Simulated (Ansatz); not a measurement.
## Straining HfO₂

Level of theory: Ansatz, DFT PBE, scalar-relativistic, plane waves, PAW. (420 eV cutoff, 6×6×4 k-mesh, Gaussian smearing of 0.02 eV, no spin polarisation)

Reference structure (relaxed):

```yaml
crystal:
  lattice:
    - [3.60430, 0.00000, 0.00000]
    - [0.00000, 3.60430, 0.00000]
    - [0.00000, 0.00000, 5.26397]
  atoms:
    - { symbol: Hf, position: [0.50000, 0.50000, 0.50000] }
    - { symbol: Hf, position: [0.00000, 0.00000, 0.00000] }
    - { symbol: O, position: [0.00000, 0.50000, 0.69325] }
    - { symbol: O, position: [0.50000, 0.00000, 0.80675] }
    - { symbol: O, position: [0.50000, 0.00000, 0.30675] }
    - { symbol: O, position: [0.00000, 0.50000, 0.19325] }
```

Deformation: biaxial strain in the a-b plane, with the length and tilt of c and the atoms relaxed, all within the symmetry that the strain leaves. Energies are extrapolated to zero smearing. Gaps are Kohn–Sham gaps over the whole zone.

Spin-orbit coupling is left out, which matters for the bands and energies of heavy elements.

```
strain (%)  ΔE (meV/atom) a (Å) b (Å) c (Å) gap (eV)
      -4.5           85.2  3.442  3.442  5.415      4.66
      -3.0           37.1  3.496  3.496  5.353      4.69
      -1.5            9.0  3.550  3.550  5.304      4.69
      +0.0            0.0  3.604  3.604  5.264      4.67
      +1.5            8.6  3.658  3.658  5.232      4.41
      +3.0           33.5  3.712  3.712  5.206      4.11
      +4.5           73.4  3.767  3.767  5.186      3.82
```

(1) What stiffness (1/V) d²E/dε² at zero strain does a cubic fit over all points give?

(2) How does the free axis c answer a small strain?

(3) How fast does the gap move with strain on either side?

Answers

(1) A cubic fit gives (1/V) d²E/dε² = 1101 GPa at zero strain (twice the biaxial modulus).

(2) Between the innermost points its strain is -0.46 times the applied one.

(3) -14 meV per percent on the compressed side and -172 meV per percent on the stretched side; it is indirect at -1.5 %, indirect at zero and indirect at +1.5 %.

This form isn't the usual stable structure of the compound.